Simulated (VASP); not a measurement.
# Ni (Fm-3m) in VASP: notebook

Runs on Ni. Level: PBE+D4. Tasks: relaxation of cell and atoms, electrostatic potential.

Everything below comes from runs of VASP 6.6.1. Logs are shortened: lines on timing, memory, paths and dates and some standing lists are left out, and cuts for length are marked.

## 1. Starting point

Symmetry: Fm-3m, No. 225, cubic system. The conventional cell has a = 3.470 Å, b = 3.470 Å, c = 3.470 Å, α = 90.00°, β = 90.00°, γ = 90.00°. Around Ni (site symmetry m-3m) lie 12 Ni at 2.45 Å.

The cell was built by a generator and needn't be a form met in nature.

## 2. Relaxation of cell and atoms, PBE+D4, collinear spin, ferromagnetic start

Input file INCAR:

```
SYSTEM = Ni
  ALGO = Normal
  EDIFF = 1E-6
  EDIFFG = -0.005
  ENCUT = 600
  GGA = PE
  IBRION = 2
  ISIF = 3
  ISMEAR = 1
  ISPIN = 2
  IVDW = 13
  LASPH = .TRUE.
  LCHARG = .FALSE.
  LMAXMIX = 4
  LORBIT = 11
  LREAL = .FALSE.
  LWAVE = .FALSE.
  MAGMOM = 0.7
  NELM = 120
  NSW = 40
  PREC = Accurate
  SIGMA = 0.1
```

Input file KPOINTS:

```
k-points
0
G
  20 20 20
  0 0 0
```

Input file POSCAR:

```
Ni
1.0
    0.0000000000      1.7350000000      1.7350000000
    1.7350000000      0.0000000000      1.7350000000
    1.7350000000      1.7350000000      0.0000000000
Ni
1
Direct
    0.0000000000      0.0000000000      0.0000000000
```

Potentials or basis: VASP PAW PBE potentials, release 64 (Ni).

Command:

```bash
> cat potpaw_PBE.64/Ni/POTCAR > POTCAR
> mpirun -np 1 vasp_std > vasp.out
```

OUTCAR:

```text
SYSTEM = Ni
   EDIFF = 1E-6
   EDIFFG = -0.005
   ENCUT = 600
   GGA = PE
   IBRION = 2
   ISIF = 3
   ISMEAR = 1
   ISPIN = 2
   IVDW = 13
   LASPH = .TRUE.
   LORBIT = 11
   LREAL = .FALSE.
   NELM = 120
   NSW = 40
   PREC = Accurate

 ion  position               nearest neighbor table
   1  0.000  0.000  0.000-

  LATTYP: Found a face centered cubic cell.
 ALAT       =     3.4700000000

  Lattice vectors:

 A1 = (   0.0000000000,   1.7350000000,   1.7350000000)
 A2 = (   1.7350000000,   0.0000000000,   1.7350000000)
 A3 = (   1.7350000000,   1.7350000000,   0.0000000000)

Analysis of symmetry for initial positions (statically):
=====================================================================
 Subroutine PRICEL returns:
 Original cell was already a primitive cell.

 Routine SETGRP: Setting up the symmetry group for a
 face centered cubic supercell.

 Subroutine GETGRP returns: Found 48 space group operations
 (whereof 48 operations were pure point group operations)
 out of a pool of 48 trial point group operations.

The static configuration has the point symmetry O_h .

Analysis of symmetry for dynamics (positions and initial velocities):
=====================================================================
 Subroutine PRICEL returns:
 Original cell was already a primitive cell.

 Routine SETGRP: Setting up the symmetry group for a
 face centered cubic supercell.

 Subroutine GETGRP returns: Found 48 space group operations
 (whereof 48 operations were pure point group operations)
 out of a pool of 48 trial point group operations.

The dynamic configuration has the point symmetry O_h .

Analysis of structural, dynamic, and magnetic symmetry:
=====================================================================
 Subroutine PRICEL returns:
 Original cell was already a primitive cell.

 Routine SETGRP: Setting up the symmetry group for a
 face centered cubic supercell.

 Subroutine GETGRP returns: Found 48 space group operations
 (whereof 48 operations were pure point group operations)
 out of a pool of 48 trial point group operations.

The overall configuration has the point symmetry O_h .

 Subroutine INISYM returns: Found 48 space group operations
 (whereof 48 operations are pure point group operations),
 and found     1 'primitive' translations

----------------------------------------------------------------------------------------

                                     Primitive cell

  volume of cell :      10.4455

  direct lattice vectors                    reciprocal lattice vectors
     0.000000000  1.735000000  1.735000000    -0.288184438  0.288184438  0.288184438
     1.735000000  0.000000000  1.735000000     0.288184438 -0.288184438  0.288184438
     1.735000000  1.735000000  0.000000000     0.288184438  0.288184438 -0.288184438

  length of vectors
     2.453660531  2.453660531  2.453660531     0.499150089  0.499150089  0.499150089

  position of ions in fractional coordinates (direct lattice)
     0.000000000  0.000000000  0.000000000

  ion indices of the primitive-cell ions
   primitive index   ion index
                 1           1

----------------------------------------------------------------------------------------

 KPOINTS: k-points

Automatic generation of k-mesh.
 Grid dimensions read from file:
 generate k-points for:   20   20   20

 Generating k-lattice:

  Cartesian coordinates                     Fractional coordinates (reciprocal lattice)
    -0.014409222  0.014409222  0.014409222     0.050000000  0.000000000  0.000000000
     0.014409222 -0.014409222  0.014409222     0.000000000  0.050000000  0.000000000
     0.014409222  0.014409222 -0.014409222     0.000000000  0.000000000  0.050000000

  Length of vectors
     0.024957504  0.024957504  0.024957504

  Shift w.r.t. Gamma in fractional coordinates (k-lattice)
     0.000000000  0.000000000  0.000000000

 Subroutine IBZKPT returns following result:
 ===========================================

 Found    256 irreducible k-points:

 Following reciprocal coordinates:
            Coordinates               Weight
  0.000000  0.000000  0.000000      1.000000
  0.050000  0.000000  0.000000      8.000000
  0.100000  0.000000  0.000000      8.000000
  0.150000  0.000000  0.000000      8.000000
  0.200000  0.000000  0.000000      8.000000
  0.250000  0.000000  0.000000      8.000000
[... 16 lines left out ...]
 -0.400000  0.050000  0.000000     24.000000
 -0.350000  0.050000  0.000000     24.000000
 [... further k-points ...]
   k-points           NKPTS =    256   k-points in BZ     NKDIM =    256   number of bands    NBANDS=      9
   number of dos      NEDOS =    301   number of ions     NIONS =      1
   total plane-waves  NPLWV =   8000
   dimension x,y,z NGX =    20 NGY =   20 NGZ =   20
   dimension x,y,z NGXF=    40 NGYF=   40 NGZF=   40
   ions per type =               1
   NGX,Y,Z   is equivalent  to a cutoff of  13.55, 13.55, 13.55 a.u.
   NGXF,Y,Z  is equivalent  to a cutoff of  27.10, 27.10, 27.10 a.u.
 SYSTEM =  Ni
   PREC   = accura    normal or accurate (medium, high low for compatibility)
   ISTART =      0    job   : 0-new  1-cont  2-samecut
   ICHARG =      2    charge: 1-file 2-atom 10-const
   ISPIN  =      2    spin polarized calculation?
   LNONCOLLINEAR =      F non collinear calculations
   LSORBIT =      F    spin-orbit coupling
   LASPH  =      T    aspherical Exc in radial PAW
   ENCUT  =  600.0 eV  44.10 Ry    6.64 a.u.   4.90  4.90  4.90*2*pi/ulx,y,z
   NELM   =    120;   NELMIN=  2; NELMDL= -5     # of ELM steps
   EDIFF  = 0.1E-05   stopping-criterion for ELM
   LREAL  =      F    real-space projection
   EDIFFG = -.5E-02   stopping-criterion for IOM
   NSW    =     40    number of steps for IOM
   IBRION =      2    ionic relax: 0-MD 1-quasi-New 2-CG
   NFREE  =      1    steps in history (QN), initial steepest desc. (CG)
   ISIF   =      3    stress and relaxation
   ISYM   =      2    0-nonsym 1-usesym 2-fastsym
   POTIM  = 0.5000    time-step for ionic-motion
   TEBEG  =    0.0;   TEEND  =   0.0 temperature during run
   PSTRESS=    0.0 pullay stress
   NELECT =      10.0000    total number of electrons
   NUPDOWN=      -1.0000    fix difference up-down
   EMIN   =  10.00;   EMAX   =-10.00  energy-range for DOS
   EFERMI =   0.00;   METHOD = LEGACY
   ISMEAR =     1;   SIGMA  =   0.10  broadening in eV -4-tet -1-fermi 0-gaus
   EFERMI_NEDOS =   21; number of points for ismear=-14 and -15
   IALGO  =     38    algorithm
   IMIX   =      4    mixing-type and parameters
     AMIX     =   0.40;   BMIX     =  1.00
     AMIX_MAG =   1.60;   BMIX_MAG =  1.00
  volume/ion in A,a.u.               =      10.45        70.49
  Fermi-wavevector in a.u.,A,eV,Ry     =   1.613487  3.049047 35.420576  2.603339
  Thomas-Fermi vector in A             =   2.708548
   LORBIT       =     11    0 simple, 1 ext, 2 COOP (PROOUT), +10 PAW based schemes
   GGA     = PE    functional components
   LHFCALC =     F    Hartree Fock is set to
   AEXX    =    0.0000 exact exchange contribution
   IVDW    =    13    specifies the selected vdW correction
   LEPSILON=     F    determine dielectric tensor
   LRPA    =     F    only Hartree local field effects (RPA)
 conjugate gradient relaxation of ions
 spin polarized calculation
 Methfessel and Paxton  Order N= 1 SIGMA  =   0.10
  energy-cutoff  :      600.00
  volume of cell :       10.45
 maximum number of plane-waves:       360
   NGX =  9   NGY =  9   NGZ =  9

--------------------------------------- Ionic step        1  -------------------------------------------

 number of electron      10.0000000 magnetization       0.7000000

 number of electron       9.9999997 magnetization       0.6226830

 Free energy of the ion-electron system (eV)
  ---------------------------------------------------
  ext. energy  EPLUGINS =         0.00000000
  ---------------------------------------------------
  free energy    TOTEN  =        -5.45872252 eV

  energy without entropy =       -5.45856522  energy(sigma->0) =       -5.45867009

------------------------ aborting loop because EDIFF is reached ----------------------------------------

  DFT-D4 for vdW energy calculation

  Edisp (eV):   -0.47233

  FORCE on cell =-STRESS in cart. coord.  units (eV):
  Direction    XX          YY          ZZ          XY          YZ          ZX
  --------------------------------------------------------------------------------------
  -------------------------------------------------------------------------------------
  Total       0.13729     0.13729     0.13729     0.00000     0.00000     0.00000
  in kB      21.05886    21.05886    21.05886     0.00000     0.00000     0.00000
  external pressure =       21.06 kB  Pullay stress =        0.00 kB
[... 59 lines left out ...]
  energy  without entropy=       -5.9307708977  energy(sigma->0) =       -5.93089790

--------------------------------------- Ionic step        3  -------------------------------------------

 number of electron      10.0000001 magnetization       0.6246259

 Free energy of the ion-electron system (eV)
  ---------------------------------------------------
  ext. energy  EPLUGINS =         0.00000000
  ---------------------------------------------------
  free energy    TOTEN  =        -5.46355854 eV

  energy without entropy =       -5.46338132  energy(sigma->0) =       -5.46349947

 E-fermi :   9.8312     XC(G=0): -13.4406

 val. band max:        9.8294564659   @ k =  -0.4500   0.3500   0.1500
 cond. band min:       9.8336513347   @ k =  -0.4000   0.2500   0.0000
 fundamental gap:      0.0041948688
 Fermi energy:         9.8312409111

 spin component 1

 k-point     1 :       0.0000    0.0000    0.0000
  band No.  band energies     occupation
      1       0.5957      1.00000
      2       7.3050      1.00000
      3       7.3050      1.00000
      4       7.3050      1.00000
      5       8.5381      1.00000
      6       8.5381      1.00000
      7      33.8137      0.00000
      8      37.9196      0.00000
      9      37.9196      0.00000
[... 265 lines left out ...]
 k-point    24 :      -0.3500    0.0500    0.0000
  band No.  band energies     occupation
      1       4.4768      1.00000
      2       7.3939      1.00000
      3       7.4513      1.00000
      4       7.5706      1.00000
      5       8.8850      1.00000
      6       9.2492      1.00000
      7      19.2172      0.00000
      8      31.8545      0.00000
      9      34.3168      0.00000

 [... further k-points ...]

 spin component 2

 k-point     1 :       0.0000    0.0000    0.0000
  band No.  band energies     occupation
      1       0.5620      1.00000
      2       8.0599      1.00000
      3       8.0599      1.00000
      4       8.0599      1.00000
      5       9.1192      1.00000
      6       9.1192      1.00000
      7      33.6547      0.00000
      8      37.8964      0.00000
      9      37.8964      0.00000
[... 308 lines left out ...]
  FREE ENERGIE OF THE ION-ELECTRON SYSTEM (eV)
  ---------------------------------------------------
  free  energy   TOTEN  =        -5.9317066164 eV

  energy  without entropy=       -5.9315293983  energy(sigma->0) =       -5.93164754

 reached required accuracy - stopping structural energy minimisation

 total charge

# of ion       s       p       d       tot
------------------------------------------
    1        0.511   0.526   8.329   9.367

 magnetization (x)

# of ion       s       p       d       tot
------------------------------------------
    1       -0.007  -0.026   0.666   0.634
```

Wall time 1.8 min (1 thread of Intel Xeon Platinum 8259CL at 2.50GHz (Skylake/Cascade Lake), shared host); peak memory 0.18 GiB.

Results:

| Quantity | Value |
| --- | --- |
| Free energy | -5.9317 eV |
| Relaxed volume | 10.55 Å³/atom |
| Relaxed cell | a = 2.462 Å, b = 2.462 Å, c = 2.462 Å, α = 60.00°, β = 60.00°, γ = 60.00° |
| Space group after relaxing (to 0.05 Å) | Fm-3m (No. 225) |
| Energy gained by relaxing | 0.7 meV/atom |
| Ionic steps | 3 |
| Pressure after relaxing | 0.0 GPa |
| Band gap on the k mesh | none (metal or under the smearing width) |
| Net moment | 0.62 μB per cell |
| Site moments | Ni +0.63 μB |
| Valence electrons inside the program's atomic spheres | Ni 9.37 |
| Dispersion energy per atom | -0.468 eV |

The path:
| step | energy change (eV) | largest force (eV/Å) | pressure (GPa) | volume (Å³) |
| --- | --- | --- | --- | --- |
| 1 | 0.0000 | 0.0000 | 2.11 | 10.45 |
| 2 | 0.0001 | 0.0000 | -2.18 | 10.65 |
| 3 | -0.0007 | 0.0000 | 0.02 | 10.55 |

Final structure:
```
CELL_PARAMETERS angstrom
0.00000 1.74056 1.74056
1.74056 0.00000 1.74056
1.74056 1.74056 0.00000
ATOMIC_POSITIONS crystal
Ni 0.00000 0.00000 0.00000
```

Caveat: pairwise dispersion overbinds metals, which lowers pressure and volume.

## 3. Electrostatic potential, PBE+D4, collinear spin, ferromagnetic start

This run uses another cell than the first one, of 10.55 Å³/atom, 1.010 times its volume.

Input file INCAR:

```
PREC = Accurate
ENCUT = 520
EDIFF = 1E-6
ISMEAR = 1
SIGMA = 0.1
LREAL = False
LASPH = True
NELM = 120
ALGO = Normal
ISIF = 2
LWAVE = False
LCHARG = True
ISPIN = 2
MAGMOM = 0.7
LORBIT = 11
LMAXMIX = 4
GGA = PE
IVDW = 13
LVHAR = True
```

Input file KPOINTS:

```
Automatic mesh
0
Gamma
  20 20 20
```

Input file POSCAR:

```
Ni                                      
1.0
    0.0000000000      1.7405552721      1.7405552721
    1.7405552721      0.0000000000      1.7405552721
    1.7405552721      1.7405552721      0.0000000000
  Ni            
     1
Direct
     0.0000000000000000    0.0000000000000000    0.0000000000000000
```

Potentials or basis: VASP PAW PBE potentials, release 64 (Ni).

Command:

```bash
> cat potpaw_PBE.64/Ni/POTCAR > POTCAR
> mpirun -np 1 vasp_std > vasp.out
```

Run time: 37 s. Hardware: 1 thread of Intel Xeon Platinum 8259CL at 2.50GHz (Skylake/Cascade Lake), shared host; peak memory 0.16 GiB.

Results (log left out):

| Quantity | Value |
| --- | --- |
| Free energy | -5.9321 eV |
| Pressure | 0.1 GPa |
| Band gap on the k mesh | none (metal or under the smearing width) |
| Net moment | 0.62 μB per cell |
| Site moments | Ni +0.63 μB |
| Valence electrons inside the program's atomic spheres | Ni 9.37 |
| Dispersion energy per atom | -0.468 eV |

Levels at points of the mesh, in eV from the Fermi level:
Spin up:
```tsv
k point	band 2	band 3	band 4	band 5	band 6	band 7	band 8	band 9
(0.00, 0.00, 0.00)	-2.53	-2.53	-2.53	-1.29	-1.29	23.98	28.09	28.09
(0.50, 0.00, 0.00)	-2.51	-2.51	-0.61	-0.61	-0.36	5.88	22.46	25.22
(0.50, 0.50, 0.00)	-4.37	-0.55	-0.47	-0.47	2.46	9.49	15.11	15.11
```
Spin down:
| k point | band 3 | band 4 | band 5 | band 6 | band 7 | band 8 |
| --- | --- | --- | --- | --- | --- | --- |
| (0.00, 0.00, 0.00) | -1.77 | -1.77 | -0.71 | -0.71 | 23.82 | 28.06 |
| (0.50, 0.00, 0.00) | -1.89 | -0.42 | 0.15 | 0.15 | 6.31 | 22.32 |
| (0.50, 0.50, 0.00) | 0.06 | 0.40 | 0.40 | 2.42 | 9.74 | 15.12 |

Caveat: pairwise dispersion overbinds metals, which lowers pressure and volume.
